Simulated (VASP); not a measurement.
Set up this calculation in VASP 6.6.1, as the native input.

- Task: single point
- Functional: PBEsol
- Potentials or basis: VASP PAW PBE potentials, release 64 (Mg, O)
- Cutoff: 520 eV
- k mesh: 9 × 9 × 6
- Occupations: gaussian, width 0.05 eV
- Spin: no spin polarisation
- Dipole correction: no
- Further INCAR settings: ALGO = Normal; EDIFF = 1e-07; NBANDS = 16

The structure of MgO lies in POSCAR:

```
MgO
1.0
    3.1127467302      0.0000000000      0.0000000000
   -1.5563733651      2.6957177438      0.0000000000
    0.0000000000      0.0000000000      5.6268854149
Mg O
2 2
Direct
    0.3333333333      0.6666666667      0.0021597400
    0.6666666667      0.3333333333      0.5021597400
    0.3333333333      0.6666666667      0.4024402600
    0.6666666667      0.3333333333      0.9024402600
```

Measurements of this composition are mostly on another form, of space group No. 225.

The input as run:

INCAR

```
  PREC = Accurate
  ENCUT = 520
  EDIFF = 1E-7
  ISMEAR = 0
  SIGMA = 0.05
  LREAL = F
  LASPH = T
  NELM = 60
  ALGO = Normal
  ISIF = 2
  LWAVE = F
  LCHARG = F
  GGA = PS
  NBANDS = 16
```

KPOINTS

```
Automatic mesh
0
Gamma
  9 9 6
```

Potentials or basis: VASP PAW PBE potentials, release 64 (Mg, O).

Run with:

```console
$ cat potpaw_PBE.64/Mg/POTCAR potpaw_PBE.64/O/POTCAR > POTCAR
$ mpirun -np 1 vasp_std > vasp.out
```

Results of the run:

The pressure is 7.8 GPa. The largest force is 1.111 eV/Å and the band gap on the k mesh is 3.54 eV, direct.

Caveat: the PAW data sets were made with another functional, which shifts forces and pressure a little; an odd mesh through Γ misses points on the zone boundary, where band edges often lie.

It took 55 s on 1 thread of AMD EPYC 7R43 64-Core Processor (Zen 3) (shared host), peak memory 0.14 GiB.
